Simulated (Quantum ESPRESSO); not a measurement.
SnO:

```
Sn O
1.0
     3.81370    0.00000    0.00000
     0.00000    3.81370    0.00000
     0.00000    0.00000    4.88691
Sn O
2 2
Direct
  0.50000 0.00000 0.76463
  0.00000 0.50000 0.23537
  0.00000 0.00000 0.00000
  0.50000 0.50000 0.00000
```

The cell is a database's computed one.

| Quantity | Value |
| --- | --- |
| Program | Quantum ESPRESSO 7.5 |
| Task | relaxation of cell and atoms |
| Functional | PBEsol |
| Dispersion | D3(BJ) |
| Potentials or basis | GBRV 1.5 PBEsol |
| Cutoff | 925 eV |
| Density cutoff | 7401 eV |
| k mesh | 5 × 5 × 4 |
| Occupations | fermi-dirac, width 0.05 eV |
| Spin | no spin polarisation |

At the start: pressure -2.3 GPa; volume 17.77 Å³/atom.

**Question.** Where does the relaxation end?

**Answer.** Over 26 steps the energy falls by 12.8 meV/atom and the volume is 16.30 Å³/atom (-8.3 %); space group P4/nmm (No. 129, to 0.05 Å).

Step by step:
```csv
step,energy change (eV),largest force (eV/Å),pressure (GPa),volume (Å³)
1,0.0000,0.1116,-2.27,71.08
2,-0.0020,0.1183,-2.16,70.94
3,-0.0057,0.1240,-1.96,70.68
4,-0.0106,0.1305,-1.72,70.31
5,-0.0161,0.1304,-1.41,69.84
6,-0.0215,0.1200,-1.12,69.30
7,-0.0266,0.0962,-0.82,68.71
8,-0.0308,0.0636,-0.50,68.10
9,-0.0347,0.0306,-0.26,67.44
10,-0.0381,0.0033,-0.04,66.74
11,-0.0414,0.0216,0.21,66.05
12,-0.0446,0.0336,0.45,65.41
13,-0.0475,0.0269,0.55,64.89
14,-0.0492,0.0235,0.55,64.54
15,-0.0485,0.0375,0.28,64.42
16,-0.0485,0.0344,0.27,64.43
17,-0.0487,0.0302,0.28,64.46
18,-0.0489,0.0242,0.27,64.49
19,-0.0491,0.0204,0.26,64.55
20,-0.0494,0.0126,0.23,64.61
21,-0.0497,0.0105,0.20,64.68
22,-0.0500,0.0075,0.14,64.77
23,-0.0504,0.0068,0.09,64.87
24,-0.0508,0.0081,0.02,64.98
25,-0.0511,0.0049,0.00,65.09
26,-0.0514,0.0017,-0.03,65.20
```

Final structure:
```
CELL_PARAMETERS angstrom
3.77961 0.00000 0.00000
0.00000 3.77961 0.00000
0.00000 0.00000 4.56416
ATOMIC_POSITIONS crystal
Sn 0.50000 0.00000 0.74719
Sn 0.00000 0.50000 0.25281
O 0.00000 0.00000 0.00000
O 0.50000 0.50000 0.00000
```

Caveat: the k mesh is coarse; pairwise dispersion overbinds metals, which lowers pressure and volume.
